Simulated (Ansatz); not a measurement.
# A series in space group Fm-3m

All 3 crystals share space group Fm-3m (No. 225) and the same kinds of sites, 2 atoms in the primitive cell. They are database entries and needn't be the stable phases. The set is a selection: crystals with unstable modes on a coarse mesh or in a metal were left out. Cells are relaxed by PAW under the functional.

Quantity: harmonic phonons by finite displacements (no LO-TO term; negative means unstable), on a 2×2×2 q mesh. Level: LDA, all-electron LAPW in Ansatz 0.2.0, scalar-relativistic.

```json
{"crystal": "BaTe", "cell (conventional)": "a = 6.866 Å", "k mesh": "6×6×6", "smearing (eV)": "none", "highest mode (cm⁻¹)": "118", "lowest at L (cm⁻¹)": "75.2", "lowest at X (cm⁻¹)": "40.8", "highest at Γ (cm⁻¹)": "99.3"}
{"crystal": "TiN", "cell (conventional)": "a = 4.172 Å", "k mesh": "14×14×14", "smearing (eV)": "0.10", "highest mode (cm⁻¹)": "?", "lowest at L (cm⁻¹)": "?", "lowest at X (cm⁻¹)": "?", "highest at Γ (cm⁻¹)": "?"}
{"crystal": "ZrN", "cell (conventional)": "a = 4.525 Å", "k mesh": "14×14×14", "smearing (eV)": "0.10", "highest mode (cm⁻¹)": "515", "lowest at L (cm⁻¹)": "169", "lowest at X (cm⁻¹)": "206", "highest at Γ (cm⁻¹)": "512"}
```

Problem. What did the calculation give for TiN?

Solution. highest mode = 622 cm⁻¹, lowest at L = 205 cm⁻¹, lowest at X = 271 cm⁻¹, highest at Γ = 552 cm⁻¹.

Limits of these numbers: responses of metals move with mesh and smearing (TiN, ZrN).
